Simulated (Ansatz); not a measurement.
Mg2Sn: eigenvalues along the path

```
CELL_PARAMETERS angstrom
0.00000 3.31191 3.37950
3.31191 0.00000 3.37950
3.31191 3.31191 0.00000
ATOMIC_POSITIONS crystal
Mg 0.25000 0.25000 0.25000
Mg 0.75000 0.75000 0.75000
Sn 0.00000 0.00000 0.00000
```

Atom numbers follow the list: Mg1, Mg2, Sn3.

The cell is COD entry 1537878, as deposited and not checked against the literature; nothing was relaxed. The listed cell was then made from it by scaling, straining or moving an atom.

Spin–orbit coupling is left out, though it moves levels of the heavy atoms by tenths of an eV or more.

All numbers below come from DFT, LDA, all-electron LAPW, scalar-relativistic (Ansatz 0.2.0).

Sampling and basis: a Γ-centred 11×11×11 k mesh, Fermi–Dirac smearing of 0.08 eV, basis error target 0.5 meV/atom, no spin polarisation.

Path points, in fractions of the reciprocal vectors: Γ (0.000, 0.000, 0.000), X (0.000, 0.500, 0.500), P (0.250, 0.750, 0.500), N (0.000, 0.500, 0.000), M (0.500, 0.500, 0.000), S (0.370, 0.630, 0.000), S0 (-0.370, 0.370, 0.000). Levels in eV from the Fermi level; bands 13 to 24, counted from the lowest band of the run. The gap is zero.

```
# k(1/Å) point b13 b14 b15 b16 b17 b18 b19 b20 b21 b22 b23 b24
0.000 Γ -20.87 -20.87 -20.87 -20.83 -20.83 -9.31 -0.04 0.05 0.05 1.53 2.23 2.23
0.190 - -20.87 -20.87 -20.87 -20.83 -20.83 -9.20 -0.79 -0.45 -0.37 1.72 2.39 2.79
0.379 - -20.88 -20.87 -20.87 -20.83 -20.83 -8.87 -2.01 -1.14 -1.08 0.96 2.18 3.89
0.569 - -20.88 -20.87 -20.86 -20.83 -20.83 -8.35 -3.18 -1.70 -1.65 0.35 1.07 5.06
0.759 - -20.88 -20.87 -20.86 -20.83 -20.83 -7.77 -4.18 -2.06 -2.02 -0.03 0.36 6.23
0.949 X -20.88 -20.87 -20.86 -20.83 -20.83 -7.45 -4.64 -2.18 -2.14 -0.16 0.12 7.14
1.042 - -20.88 -20.87 -20.86 -20.83 -20.83 -7.45 -4.60 -2.31 -2.26 0.07 0.29 6.67
1.134 - -20.88 -20.87 -20.86 -20.83 -20.83 -7.44 -4.50 -2.68 -2.43 0.61 0.71 5.77
1.227 - -20.88 -20.87 -20.86 -20.83 -20.83 -7.43 -4.34 -3.09 -2.60 1.31 1.32 4.79
1.320 - -20.87 -20.87 -20.86 -20.83 -20.83 -7.43 -4.11 -3.48 -2.72 2.02 2.10 3.86
1.413 P -20.87 -20.87 -20.86 -20.83 -20.83 -7.42 -3.82 -3.82 -2.76 2.60 2.96 2.96
1.548 - -20.87 -20.87 -20.86 -20.83 -20.83 -7.50 -4.04 -3.62 -2.47 2.21 2.51 3.51
1.682 - -20.87 -20.87 -20.86 -20.83 -20.83 -7.66 -4.39 -3.06 -1.92 1.89 2.05 4.33
1.816 - -20.87 -20.87 -20.86 -20.83 -20.83 -7.83 -4.67 -2.26 -1.38 1.66 1.83 3.72
1.950 - -20.87 -20.87 -20.87 -20.83 -20.83 -7.96 -4.85 -1.35 -1.01 1.20 2.09 2.62
2.084 N -20.87 -20.87 -20.87 -20.83 -20.83 -8.00 -4.92 -0.89 -0.75 0.75 2.27 2.36
2.247 - -20.87 -20.87 -20.87 -20.83 -20.83 -8.20 -4.53 -0.83 -0.70 0.82 2.36 2.46
2.411 - -20.87 -20.87 -20.87 -20.83 -20.83 -8.61 -3.58 -0.67 -0.55 1.01 2.60 2.69
2.574 - -20.87 -20.87 -20.87 -20.83 -20.83 -8.98 -2.32 -0.42 -0.33 1.34 2.76 2.76
2.737 - -20.87 -20.87 -20.87 -20.83 -20.83 -9.23 -0.94 -0.14 -0.07 1.70 2.43 2.49
2.900 Γ -20.87 -20.87 -20.87 -20.83 -20.83 -9.31 -0.04 0.05 0.05 1.53 2.23 2.23
3.086 - -20.87 -20.87 -20.87 -20.83 -20.83 -9.20 -0.87 -0.36 -0.36 1.84 2.39 2.81
3.272 - -20.87 -20.87 -20.87 -20.83 -20.83 -8.88 -2.11 -1.04 -1.04 1.11 2.11 3.98
3.458 - -20.87 -20.87 -20.87 -20.83 -20.82 -8.38 -3.31 -1.59 -1.59 0.53 1.07 5.26
3.644 - -20.87 -20.87 -20.87 -20.83 -20.82 -7.81 -4.32 -1.94 -1.94 0.16 0.43 6.51
3.830 M -20.87 -20.87 -20.87 -20.83 -20.82 -7.51 -4.78 -2.06 -2.06 0.04 0.22 7.44
3.900 - -20.87 -20.87 -20.87 -20.83 -20.82 -7.50 -4.76 -2.21 -2.04 0.12 0.36 7.30
3.969 - -20.87 -20.87 -20.87 -20.83 -20.82 -7.50 -4.71 -2.56 -2.00 0.20 0.83 6.81
4.039 - -20.87 -20.87 -20.87 -20.83 -20.82 -7.49 -4.61 -2.96 -1.93 0.28 1.47 6.31
4.109 - -20.87 -20.87 -20.87 -20.83 -20.82 -7.50 -4.48 -3.33 -1.82 0.40 2.20 5.83
4.178 S -20.87 -20.87 -20.87 -20.83 -20.82 -7.52 -4.32 -3.63 -1.69 0.54 2.99 5.37
4.405 - -20.87 -20.87 -20.87 -20.83 -20.83 -7.75 -4.54 -2.95 -1.31 1.03 3.43 3.72
4.631 - -20.87 -20.87 -20.87 -20.83 -20.83 -7.97 -4.87 -1.36 -0.84 1.19 2.11 2.54
4.857 - -20.87 -20.87 -20.87 -20.83 -20.83 -7.97 -4.87 -1.36 -0.84 1.19 2.11 2.54
5.083 - -20.87 -20.87 -20.87 -20.83 -20.83 -7.75 -4.54 -2.95 -1.31 1.03 3.43 3.72
5.309 S0 -20.87 -20.87 -20.87 -20.83 -20.82 -7.52 -4.32 -3.63 -1.69 0.54 2.99 5.37
5.508 - -20.87 -20.87 -20.87 -20.83 -20.83 -7.79 -3.98 -3.66 -1.21 1.10 4.24 4.40
5.707 - -20.87 -20.87 -20.87 -20.83 -20.83 -8.31 -3.52 -2.74 -0.63 1.81 3.35 3.35
5.905 - -20.87 -20.87 -20.87 -20.83 -20.83 -8.83 -2.49 -1.64 -0.17 2.19 2.59 2.73
6.104 - -20.87 -20.87 -20.87 -20.83 -20.83 -9.19 -1.08 -0.56 0.02 2.00 2.22 2.35
6.302 Γ -20.87 -20.87 -20.87 -20.83 -20.83 -9.31 -0.04 0.05 0.05 1.53 2.23 2.23
```
